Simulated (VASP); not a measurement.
# GaN (P6_3mc) in VASP: further runs

Runs on GaN. Level: PBE. Tasks: relaxation of cell and atoms.

Everything below comes from runs of VASP 6.6.1. Logs are shortened: lines on timing, memory, paths and dates and some standing lists are left out, and cuts for length are marked.

## Step 1: The structure

It takes space group P6_3mc (No. 186, hexagonal). The conventional cell has a = 3.180 Å, b = 3.180 Å, c = 5.166 Å, α = 90.00°, β = 90.00°, γ = 120.00°. Ga (site symmetry 3m) is surrounded by 4 N at 1.94 to 1.95 Å. N (site symmetry 3m) is surrounded by 4 Ga at 1.94 to 1.95 Å.

## Step 2: Relaxation of cell and atoms, PBE

INCAR

```
SYSTEM = GaN
  PREC = Accurate
  ENCUT = 600
  EDIFF = 1E-6
  ISMEAR = 0
  SIGMA = 0.03
  LREAL = .False.
  LASPH = .True.
  NELM = 80
  ALGO = Normal
  ISIF = 3
  LWAVE = .False.
  LCHARG = .False.
  GGA = PE
  IBRION = 2
  NSW = 90
  EDIFFG = -0.01
```

KPOINTS

```
Automatic mesh
0
Gamma
  12 12 5
  0 0 0
```

POSCAR

```
GaN
1.0
    3.1800000000      0.0000000000      0.0000000000
   -1.5900000000      2.7539607840      0.0000000000
    0.0000000000      0.0000000000      5.1660000000
Ga N
2 2
Direct
    0.3333333333      0.6666666667      0.0000000000
    0.6666666667      0.3333333333      0.5000000000
    0.3333333333      0.6666666667      0.3750000000
    0.6666666667      0.3333333333      0.8750000000
```

Potentials or basis: VASP PAW PBE potentials, release 64 (Ga_d, N).

Command:

```console
cat potpaw_PBE.64/Ga_d/POTCAR potpaw_PBE.64/N/POTCAR > POTCAR
mpirun -np 1 vasp_std > vasp.out
```

OUTCAR:

```text
SYSTEM = GaN
   PREC = Accurate
   ENCUT = 600
   EDIFF = 1E-6
   ISMEAR = 0
   LREAL = .False.
   LASPH = .True.
   NELM = 80
   ISIF = 3
   GGA = PE
   IBRION = 2
   NSW = 90
   EDIFFG = -0.01

 ion  position               nearest neighbor table
   1  0.333  0.667  0.000-   3 1.94   4 1.95   4 1.95   4 1.95
   2  0.667  0.333  0.500-   4 1.94   3 1.95   3 1.95   3 1.95
   3  0.333  0.667  0.375-   1 1.94   2 1.95   2 1.95   2 1.95
   4  0.667  0.333  0.875-   2 1.94   1 1.95   1 1.95   1 1.95

  LATTYP: Found a hexagonal cell.
 ALAT       =     3.1800000000
 C/A-ratio  =     1.6245283019

  Lattice vectors:

 A1 = (   3.1800000000,   0.0000000000,   0.0000000000)
 A2 = (  -1.5900000000,   2.7539607840,   0.0000000000)
 A3 = (   0.0000000000,   0.0000000000,   5.1660000000)

Analysis of symmetry for initial positions (statically):
=====================================================================
 Subroutine PRICEL returns:
 Original cell was already a primitive cell.

 Routine SETGRP: Setting up the symmetry group for a
 hexagonal supercell.

 Subroutine GETGRP returns: Found 12 space group operations
 (whereof  6 operations were pure point group operations)
 out of a pool of 24 trial point group operations.

The static configuration has the point symmetry C_3v.
 The point group associated with its full space group is C_6v.

Analysis of symmetry for dynamics (positions and initial velocities):
=====================================================================
 Subroutine PRICEL returns:
 Original cell was already a primitive cell.

 Routine SETGRP: Setting up the symmetry group for a
 hexagonal supercell.

 Subroutine GETGRP returns: Found 12 space group operations
 (whereof  6 operations were pure point group operations)
 out of a pool of 24 trial point group operations.

The dynamic configuration has the point symmetry C_3v.
 The point group associated with its full space group is C_6v.

 Subroutine INISYM returns: Found 12 space group operations
 (whereof  6 operations are pure point group operations),
 and found     1 'primitive' translations
[... 96 lines left out ...]
   LASPH  =      T    aspherical Exc in radial PAW
   ENCUT  =  600.0 eV  44.10 Ry    6.64 a.u.   6.35  6.35 10.32*2*pi/ulx,y,z
   NELM   =     80;   NELMIN=  2; NELMDL= -5     # of ELM steps
   EDIFF  = 0.1E-05   stopping-criterion for ELM
   LREAL  =      F    real-space projection
   EDIFFG = -.1E-01   stopping-criterion for IOM
   NSW    =     90    number of steps for IOM
   IBRION =      2    ionic relax: 0-MD 1-quasi-New 2-CG
   NFREE  =      1    steps in history (QN), initial steepest desc. (CG)
   ISIF   =      3    stress and relaxation
   ISYM   =      2    0-nonsym 1-usesym 2-fastsym
   POTIM  = 0.5000    time-step for ionic-motion
   TEBEG  =    0.0;   TEEND  =   0.0 temperature during run
   PSTRESS=    0.0 pullay stress
   NELECT =      36.0000    total number of electrons
   NUPDOWN=      -1.0000    fix difference up-down
   EMIN   =  10.00;   EMAX   =-10.00  energy-range for DOS
   EFERMI =   0.00;   METHOD = LEGACY
   ISMEAR =     0;   SIGMA  =   0.03  broadening in eV -4-tet -1-fermi 0-gaus
   EFERMI_NEDOS =   21; number of points for ismear=-14 and -15
   IALGO  =     38    algorithm
   IMIX   =      4    mixing-type and parameters
     AMIX     =   0.40;   BMIX     =  1.00
     AMIX_MAG =   1.60;   BMIX_MAG =  1.00
  volume/ion in A,a.u.               =      11.31        76.33
  Fermi-wavevector in a.u.,A,eV,Ry     =   1.517036  2.866782 31.312427  2.301398
  Thomas-Fermi vector in A             =   2.626345
   LORBIT       =      0    0 simple, 1 ext, 2 COOP (PROOUT), +10 PAW based schemes
   GGA     = PE    functional components
   LHFCALC =     F    Hartree Fock is set to
   AEXX    =    0.0000 exact exchange contribution
   IVDW    =     0    specifies the selected vdW correction
   LEPSILON=     F    determine dielectric tensor
   LRPA    =     F    only Hartree local field effects (RPA)
 conjugate gradient relaxation of ions
 non-spin polarized calculation
 Gauss-broadening in eV      SIGMA  =   0.03
  energy-cutoff  :      600.00
  volume of cell :       45.24
 maximum number of plane-waves:      1529
 NGX is ok and might be reduce to    28
   NGX = 13   NGY = 13   NGZ = 21

--------------------------------------- Ionic step        1  -------------------------------------------

 number of electron      35.9999995 magnetization

 Free energy of the ion-electron system (eV)
  ---------------------------------------------------
  ext. energy  EPLUGINS =         0.00000000
  ---------------------------------------------------
  free energy    TOTEN  =       -24.28804515 eV

  energy without entropy =      -24.28804515  energy(sigma->0) =      -24.28804515

------------------------ aborting loop because EDIFF is reached ----------------------------------------

  FORCE on cell =-STRESS in cart. coord.  units (eV):
  Direction    XX          YY          ZZ          XY          YZ          ZX
  --------------------------------------------------------------------------------------
  -------------------------------------------------------------------------------------
  Total        1.8205718      1.8205718      2.4334264      0.0000000      0.0000000     -0.0000000
  in kB       64.4731849     64.4731849     86.1766338      0.0000000      0.0000000     -0.0000000
  external PRESSURE =      71.7076679 kB  Pullay stress =       0.0000000 kB
[... 139 lines left out ...]
--------------------------------------- Ionic step        5  -------------------------------------------

 number of electron      36.0000002 magnetization

 Free energy of the ion-electron system (eV)
  ---------------------------------------------------
  ext. energy  EPLUGINS =         0.00000000
  ---------------------------------------------------
  free energy    TOTEN  =       -24.32829573 eV

  energy without entropy =      -24.32829573  energy(sigma->0) =      -24.32829573

 E-fermi :   5.1958     XC(G=0): -11.5190

 val. band max:        5.0178106827   @ k =   0.0000   0.0000   0.0000
 cond. band min:       6.7357145809   @ k =   0.0000   0.0000   0.0000
 fundamental gap:      1.7179038982
 Fermi energy:         5.1957534262

 k-point     1 :       0.0000    0.0000    0.0000
  band No.  band energies     occupation
      1     -10.7255      2.00000
      2      -9.8997      2.00000
      3      -8.4056      2.00000
      4      -8.3906      2.00000
      5      -8.3906      2.00000
      6      -8.3347      2.00000
[... 589 lines left out ...]
     21      11.9650      0.00000
     22      13.0427      0.00000

 [... further k-points ...]
[... 5 lines left out ...]
  --------------------------------------------------------------------------------------
  -------------------------------------------------------------------------------------
  Total        0.0276367      0.0276367      0.0264826      0.0000000      0.0000000      0.0000000
  in kB        0.9421176      0.9421176      0.9027742      0.0000000      0.0000000      0.0000000
  external PRESSURE =       0.9290031 kB  Pullay stress =       0.0000000 kB
[... 19 lines left out ...]
  FREE ENERGIE OF THE ION-ELECTRON SYSTEM (eV)
  ---------------------------------------------------
  free  energy   TOTEN  =       -24.3282957324 eV

  energy  without entropy=      -24.3282957324  energy(sigma->0) =      -24.32829573

 reached required accuracy - stopping structural energy minimisation
```

Run time: 7.9 min. Hardware: 1 thread of AMD EPYC, shared host; peak memory 0.19 GiB.

What came out:

| Quantity | Value |
| --- | --- |
| Free energy | -24.3283 eV |
| Relaxed volume | 11.75 Å³/atom |
| Relaxed cell | a = 3.217 Å, b = 3.217 Å, c = 5.243 Å, α = 90.00°, β = 90.00°, γ = 120.00° |
| Space group after relaxing (to 0.05 Å) | P6_3mc (No. 186) |
| Energy gained by relaxing | 10.1 meV/atom |
| Ionic steps | 5 |
| Pressure after relaxing | 0.1 GPa |
| Largest force after relaxing | 0.007 eV/Å |
| Band gap on the k mesh | 1.72 eV, direct |

Forces in eV/Å, atoms in the order of the input:
```
Ga   0.000  0.000 -0.007
Ga   0.000  0.000 -0.007
N    0.000  0.000  0.007
N    0.000  0.000  0.007
```

Step by step:
| step | energy change (eV) | largest force (eV/Å) | pressure (GPa) | volume (Å³) |
| --- | --- | --- | --- | --- |
| 1 | 0.0000 | 0.1346 | 7.17 | 45.24 |
| 2 | -0.0118 | 0.0620 | -5.27 | 48.64 |
| 3 | -0.0402 | 0.0105 | -0.03 | 47.03 |
| 4 | -0.0402 | 0.0127 | 0.13 | 47.00 |
| 5 | -0.0403 | 0.0073 | 0.09 | 47.00 |

Final structure:
```cif
data_structure
_symmetry_space_group_name_H-M 'P 1'
_symmetry_Int_Tables_number 1
_cell_length_a 3.2171
_cell_length_b 3.2171
_cell_length_c 5.2435
_cell_angle_alpha 90.000
_cell_angle_beta 90.000
_cell_angle_gamma 120.000
_cell_volume 47.00
loop_
_atom_site_label
_atom_site_type_symbol
_atom_site_fract_x
_atom_site_fract_y
_atom_site_fract_z
_atom_site_occupancy
Ga1 Ga 0.33333 0.66667 0.99924 1
Ga2 Ga 0.66667 0.33333 0.49924 1
N1 N 0.33333 0.66667 0.37576 1
N2 N 0.66667 0.33333 0.87576 1
```

PBE usually gives volumes a little too large and moduli too small. Zero-point motion and thermal expansion aren't in these numbers.

## Step 3: Relaxation of cell and atoms, PBE

This run uses another cell than the first one, of 11.75 Å³/atom, 1.039 times its volume.

Edit INCAR of step 2 so:

```diff
@@ -3,3 +3,3 @@
   ENCUT = 600
-  EDIFF = 1E-6
+  EDIFF = 1E-7
   ISMEAR = 0
@@ -16,2 +16,2 @@
   NSW = 90
-  EDIFFG = -0.01
+  EDIFFG = -0.005
```

KPOINTS is that of step 2.

POSCAR

```
GaN                                     
1.0
    3.2171485522      0.0000000000     -0.0000000000
   -1.6085742761      2.7861323739      0.0000000000
   -0.0000000000      0.0000000000      5.2434746821
  Ga              N             
     2     2
Direct
     0.3333333332999970    0.6666666667000030    0.9992400812926625
     0.6666666667000030    0.3333333332999970    0.4992400812926625
     0.3333333332999970    0.6666666667000030    0.3757599187073375
     0.6666666667000030    0.3333333332999970    0.8757599187073375
```

Potentials or basis: VASP PAW PBE potentials, release 64 (Ga_d, N).

Command:

```console
cat potpaw_PBE.64/Ga_d/POTCAR potpaw_PBE.64/N/POTCAR > POTCAR
mpirun -np 1 vasp_std > vasp.out
```

It took 4.9 min on 1 thread of AMD EPYC, shared host; peak memory 0.18 GiB.

Results (log left out):

| Quantity | Value |
| --- | --- |
| Free energy | -24.3308 eV |
| Relaxed volume | 11.76 Å³/atom |
| Relaxed cell | a = 3.218 Å, b = 3.218 Å, c = 5.244 Å, α = 90.00°, β = 90.00°, γ = 120.00° |
| Space group after relaxing (to 0.05 Å) | P6_3mc (No. 186) |
| Energy gained by relaxing | 0.0 meV/atom |
| Ionic steps | 3 |
| Pressure after relaxing | 0.0 GPa |
| Band gap on the k mesh | 1.72 eV, direct |

Forces in eV/Å, atoms in the order of the input:
```
Ga   0.000  0.000 -0.002
Ga   0.000  0.000 -0.002
N    0.000  0.000  0.002
N    0.000  0.000  0.002
```

Final structure:
```xyz
4
Lattice="3.2177 0.0000 0.0000 -1.6089 2.7866 0.0000 0.0000 0.0000 5.2441" Properties=species:S:1:pos:R:3 pbc="T T T"
Ga    0.0000    1.8578    5.2398
Ga    1.6089    0.9289    2.6178
N     0.0000    1.8578    1.9708
N     1.6089    0.9289    4.5928
```

Levels at points of the mesh, in eV from the valence-band top:
| k point | band 15 | band 16 | band 17 | band 18 | band 19 | band 20 | band 21 | band 22 |
| --- | --- | --- | --- | --- | --- | --- | --- | --- |
| (0.00, 0.00, 0.00) | -1.00 | -0.04 | 0.00 | 0.00 | 1.72 | 4.07 | 9.02 | 9.73 |
| (0.50, 0.00, 0.00) | -4.07 | -2.64 | -2.12 | -0.96 | 4.98 | 5.37 | 5.98 | 8.35 |
